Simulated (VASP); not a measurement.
# Ru (P6_3/mmc) in VASP: further runs, part 2 of 2

VASP 6.6.1.

### Step 3. Single point, PBEsol (grid = ENCUT=520 dk=0.35 cell=2x2x2 ISMEAR=1 SIGMA=0.1 LREAL=Auto EDIFF=1e-06)

INCAR

```
SYSTEM = Ru
PREC = Accurate
ENCUT = 520
EDIFF = 1E-6
ISMEAR = 1
SIGMA = 0.1
LREAL = Auto
LASPH = .True.
NELM = 120
ALGO = Fast
ISIF = 2
LWAVE = .False.
LCHARG = .False.
GGA = PS
NBANDS = 128
```

KPOINTS

```
Automatic mesh
0
Gamma
  4 4 3
  0 0 0
```

POSCAR

```
Ru
1.0
    5.4116000000      0.0000000000      0.0000000000
   -2.7058000000      4.6865830752      0.0000000000
    0.0000000000      0.0000000000      8.5638000000
Ru
16
Direct
    0.3333333334      0.1666666666      0.3750000000
    0.3333333334      0.1666666666      0.8750000000
    0.3333333334      0.6666666666      0.3750000000
    0.3333333334      0.6666666666      0.8750000000
    0.8333333333      0.1666666666      0.3750000000
    0.8333333333      0.1666666666      0.8750000000
    0.8333333333      0.6666666666      0.3750000000
    0.8333333333      0.6666666666      0.8750000000
    0.1666666666      0.3333333334      0.1250000000
    0.1666666666      0.3333333334      0.6250000000
    0.1666666666      0.8333333333      0.1250000000
    0.1666666666      0.8333333333      0.6250000000
    0.6666666666      0.3333333334      0.1250000000
    0.6666666666      0.3333333334      0.6250000000
    0.6666666666      0.8333333333      0.1250000000
    0.6666666666      0.8333333333      0.6250000000
```

Potentials or basis: VASP PAW PBE potentials, release 64 (Ru_pv).

On the command line:

```sh
cat potpaw_PBE.64/Ru_pv/POTCAR > POTCAR
mpirun -np 1 vasp_std > vasp.out
```

OUTCAR:

```text
SYSTEM = Ru
   PREC = Accurate
   ENCUT = 520
   EDIFF = 1E-6
   ISMEAR = 1
   LREAL = Auto
   LASPH = .True.
   NELM = 120
   ISIF = 2
   GGA = PS

 Found      8 irreducible k-points:

 Following reciprocal coordinates:
            Coordinates               Weight
  0.000000  0.000000  0.000000      1.000000
  0.250000  0.000000  0.000000      6.000000
  0.500000  0.000000  0.000000      3.000000
  0.250000  0.250000  0.000000      6.000000
  0.000000  0.000000  0.333333      2.000000
  0.250000  0.000000  0.333333     12.000000
   k-points           NKPTS =      8   k-points in BZ     NKDIM =      8   number of bands    NBANDS=    128
[... 846 lines left out ...]
  Total       -8.5393945     -8.5393945    -10.0929423      0.0000000      0.0000000      0.0000000
  in kB      -62.9925420    -62.9925420    -74.4525965      0.0000000      0.0000000      0.0000000
  external PRESSURE =     -66.8125602 kB  Pullay stress =       0.0000000 kB

 VOLUME and BASIS-vectors are now :
 -----------------------------------------------------------------------------
  energy-cutoff  :      520.00
  volume of cell :      217.19
      direct lattice vectors                 reciprocal lattice vectors
     5.411600000  0.000000000  0.000000000     0.184788233  0.106687536  0.000000000
    -2.705800000  4.686583075  0.000000000     0.000000000  0.213375072  0.000000000
     0.000000000  0.000000000  8.563800000     0.000000000  0.000000000  0.116770592

 POSITION                                       TOTAL-FORCE (eV/Angst)
 -----------------------------------------------------------------------------------
      1.35290      0.78110      3.21143         0.000000     -0.000000      0.000000
      1.35290      0.78110      7.49333        -0.000000     -0.000000      0.000000
      0.00000      3.12439      3.21143        -0.000000     -0.000000      0.000000
      0.00000      3.12439      7.49333         0.000000     -0.000000      0.000000
      4.05870      0.78110      3.21143         0.000000      0.000000      0.000000
      4.05870      0.78110      7.49333         0.000000     -0.000000     -0.000000
[... 8 lines left out ...]
      1.35290      3.90549      1.07048        -0.000000      0.000000      0.000000
      1.35290      3.90549      5.35238        -0.000000      0.000000      0.000000
 -----------------------------------------------------------------------------------
    total drift:                                0.000001      0.000002     -0.000000

  FREE ENERGIE OF THE ION-ELECTRON SYSTEM (eV)
  ---------------------------------------------------
  free  energy   TOTEN  =      -162.7846109409 eV

  energy  without entropy=     -162.7588294917  energy(sigma->0) =     -162.77601712
```

OSZICAR:

```text
N       E                     dE             d eps       ncg     rms          rms(c)
DAV:   1     0.305476622202E+04    0.30548E+04   -0.13400E+05  2096   0.196E+03
DAV:   2    -0.113262404173E+02   -0.30661E+04   -0.29963E+04  2104   0.622E+02
DAV:   3    -0.167055244829E+03   -0.15573E+03   -0.14766E+03  2752   0.126E+02
DAV:   4    -0.175462792310E+03   -0.84075E+01   -0.80519E+01  2472   0.216E+01
DAV:   5    -0.175712162342E+03   -0.24937E+00   -0.24425E+00  2504   0.357E+00    0.547E+01
RMM:   6    -0.163264075567E+03    0.12448E+02   -0.35731E+01  2076   0.220E+01    0.139E+01
RMM:   7    -0.162747002532E+03    0.51707E+00   -0.11819E+01  2186   0.860E+00    0.222E+00
RMM:   8    -0.162787596044E+03   -0.40594E-01   -0.13961E+00  2299   0.305E+00    0.197E+00
RMM:   9    -0.162786079094E+03    0.15169E-02   -0.33516E-01  2376   0.126E+00    0.553E-01
RMM:  10    -0.162783475681E+03    0.26034E-02   -0.45034E-02  2348   0.703E-01    0.981E-02
RMM:  11    -0.162784373523E+03   -0.89784E-03   -0.11875E-02  2492   0.215E-01    0.660E-02
RMM:  12    -0.162784551798E+03   -0.17828E-03   -0.20443E-03  2716   0.878E-02    0.137E-02
RMM:  13    -0.162784592910E+03   -0.41112E-04   -0.45137E-04  2681   0.368E-02    0.515E-03
RMM:  14    -0.162784604607E+03   -0.11697E-04   -0.12006E-04  2546   0.157E-02    0.560E-03
RMM:  15    -0.162784608952E+03   -0.43454E-05   -0.30341E-05  1763   0.821E-03    0.107E-03
RMM:  16    -0.162784610061E+03   -0.11085E-05   -0.10883E-05  1531   0.349E-03    0.477E-04
RMM:  17    -0.162784610941E+03   -0.88037E-06   -0.38871E-06  1208   0.183E-03
   1 F= -.16278461E+03 E0= -.16277602E+03  d E =-.257814E-01
```

stdout:

```text
POSCAR found type information on POSCAR Ru
 POSCAR found :  1 types and      16 ions
 scaLAPACK will be used
 -----------------------------------------------------------------------------
|                                                                             |
|                                                                             |
|     You enforced a specific xc type in the INCAR file but a different       |
|     I HOPE YOU KNOW WHAT YOU ARE DOING!                                     |
|                                                                             |
 -----------------------------------------------------------------------------

 LDA part: xc-table for (Slater+PW92), standard interpolation
 POSCAR, INCAR and KPOINTS ok, starting setup
 FFT: planning ... GRIDC
 FFT: planning ... GRID_SOFT
 FFT: planning ... GRID
 WAVECAR not read
 entering main loop
```

Wall time 3.5 min (1 thread of Intel Xeon 6975P-C (Granite Rapids), shared host); peak memory 0.39 GiB.

The run converged, but some of its settings lie outside the range that counts as converged, so its numbers aren't taken as properties of the crystal.

Results:

| Property | Result |
| --- | --- |
| Free energy | -162.7846 eV |
| Pressure | -6.7 GPa |
| Band gap on the k mesh | none (metal or under the smearing width) |

Caveat: the PAW data sets were made with another functional, which shifts forces and pressure a little.

### Step 4. Single point, PBEsol (grid = ENCUT=400 dk=0.27 cell=2x2x2 ISMEAR=1 SIGMA=0.1 LREAL=Auto EDIFF=1e-06)

Changes to INCAR since step 3:

```diff
@@ -2,3 +2,3 @@
 PREC = Accurate
-ENCUT = 520
+ENCUT = 400
 EDIFF = 1E-6
```

KPOINTS

```
Automatic mesh
0
Gamma
  5 5 3
  0 0 0
```

POSCAR is that of step 3.

On the command line:

```sh
cat potpaw_PBE.64/Ru_pv/POTCAR > POTCAR
mpirun -np 1 vasp_std > vasp.out
```

Run time: 3.1 min. Hardware: 1 thread of Intel Xeon 6975P-C (Granite Rapids), shared host; peak memory 0.33 GiB.

These settings aren't checked as converged: the numbers below hold their error.

Results:

| Quantity | Value |
| --- | --- |
| Free energy | -162.4903 eV |
| Pressure | -7.1 GPa |
| Band gap on the k mesh | none (metal or under the smearing width) |

Caveat: the PAW data sets were made with another functional, which shifts forces and pressure a little.

### Step 5. Single point, PBEsol (grid = ENCUT=650 dk=0.35 cell=2x2x2 ISMEAR=1 SIGMA=0.1 LREAL=Auto EDIFF=1e-06)

Changes to INCAR since step 4:

```diff
@@ -2,3 +2,3 @@
 PREC = Accurate
-ENCUT = 400
+ENCUT = 650
 EDIFF = 1E-6
```

KPOINTS

```
Automatic mesh
0
Gamma
  4 4 3
  0 0 0
```

POSCAR is that of step 4.

On the command line:

```sh
cat potpaw_PBE.64/Ru_pv/POTCAR > POTCAR
mpirun -np 1 vasp_std > vasp.out
```

Run time: 5.4 min. Hardware: 1 thread of Intel Xeon 6975P-C (Granite Rapids), shared host; peak memory 0.51 GiB.

The run converged, but some of its settings lie outside the range that counts as converged, so its numbers aren't taken as properties of the crystal.

What came out:

```yaml
Free_energy: -162.7833 eV
Pressure: -6.6 GPa
Band_gap_on_the_k_mesh: none (metal or under the smearing width)
```

Caveat: the PAW data sets were made with another functional, which shifts forces and pressure a little.

### Step 6. Single point, PBEsol (grid = ENCUT=400 dk=0.27 cell=3x3x3 ISMEAR=1 SIGMA=0.1 LREAL=Auto EDIFF=1e-06)

INCAR

```
PREC = Accurate
ENCUT = 400
EDIFF = 1E-6
ISMEAR = 1
SIGMA = 0.1
LREAL = Auto
LASPH = T
NELM = 120
ALGO = Fast
ISIF = 2
LWAVE = F
LCHARG = F
GGA = PS
NBANDS = 432
NCORE = 1
KPAR = 2
```

KPOINTS

```
Automatic mesh
0
Gamma
  4 4 2
```

POSCAR

```
Ru
1.0
    8.1174000000      0.0000000000      0.0000000000
   -4.0587000000      7.0298746128      0.0000000000
    0.0000000000      0.0000000000     12.8457000000
Ru
54
Direct
    0.2222222222      0.1111111111      0.2500000000
    0.2222222222      0.1111111111      0.5833333333
    0.2222222222      0.1111111111      0.9166666667
    0.2222222222      0.4444444444      0.2500000000
    0.2222222222      0.4444444444      0.5833333333
    0.2222222222      0.4444444444      0.9166666667
    0.2222222222      0.7777777778      0.2500000000
    0.2222222222      0.7777777778      0.5833333333
    0.2222222222      0.7777777778      0.9166666667
    0.5555555556      0.1111111111      0.2500000000
    0.5555555556      0.1111111111      0.5833333333
    0.5555555556      0.1111111111      0.9166666667
    0.5555555556      0.4444444444      0.2500000000
    0.5555555556      0.4444444444      0.5833333333
    0.5555555556      0.4444444444      0.9166666667
    0.5555555556      0.7777777778      0.2500000000
    0.5555555556      0.7777777778      0.5833333333
    0.5555555556      0.7777777778      0.9166666667
    0.8888888889      0.1111111111      0.2500000000
    0.8888888889      0.1111111111      0.5833333333
    0.8888888889      0.1111111111      0.9166666667
    0.8888888889      0.4444444444      0.2500000000
    0.8888888889      0.4444444444      0.5833333333
    0.8888888889      0.4444444444      0.9166666667
    0.8888888889      0.7777777778      0.2500000000
    0.8888888889      0.7777777778      0.5833333333
    0.8888888889      0.7777777778      0.9166666667
    0.1111111111      0.2222222222      0.0833333333
    0.1111111111      0.2222222222      0.4166666667
    0.1111111111      0.2222222222      0.7500000000
    0.1111111111      0.5555555556      0.0833333333
    0.1111111111      0.5555555556      0.4166666667
    0.1111111111      0.5555555556      0.7500000000
    0.1111111111      0.8888888889      0.0833333333
    0.1111111111      0.8888888889      0.4166666667
    0.1111111111      0.8888888889      0.7500000000
    0.4444444444      0.2222222222      0.0833333333
    0.4444444444      0.2222222222      0.4166666667
    0.4444444444      0.2222222222      0.7500000000
    0.4444444444      0.5555555556      0.0833333333
    0.4444444444      0.5555555556      0.4166666667
    0.4444444444      0.5555555556      0.7500000000
    0.4444444444      0.8888888889      0.0833333333
    0.4444444444      0.8888888889      0.4166666667
    0.4444444444      0.8888888889      0.7500000000
    0.7777777778      0.2222222222      0.0833333333
    0.7777777778      0.2222222222      0.4166666667
    0.7777777778      0.2222222222      0.7500000000
    0.7777777778      0.5555555556      0.0833333333
    0.7777777778      0.5555555556      0.4166666667
    0.7777777778      0.5555555556      0.7500000000
    0.7777777778      0.8888888889      0.0833333333
    0.7777777778      0.8888888889      0.4166666667
    0.7777777778      0.8888888889      0.7500000000
```

Potentials or basis: VASP PAW PBE potentials, release 64 (Ru_pv).

On the command line:

```sh
cat potpaw_PBE.64/Ru_pv/POTCAR > POTCAR
mpirun -np 4 vasp_std > vasp.out
```

Run time: 13 min. Hardware: 4 MPI ranks of Intel Xeon Platinum 8559C (Emerald Rapids), shared host; peak memory 0.76 GiB.

The run converged, but some of its settings lie outside the range that counts as converged, so its numbers aren't taken as properties of the crystal.

Results:

| Property | Result |
| --- | --- |
| Free energy | -549.1321 eV |
| Pressure | -7.4 GPa |
| Band gap on the k mesh | none (metal or under the smearing width) |

Caveat: the PAW data sets were made with another functional, which shifts forces and pressure a little.
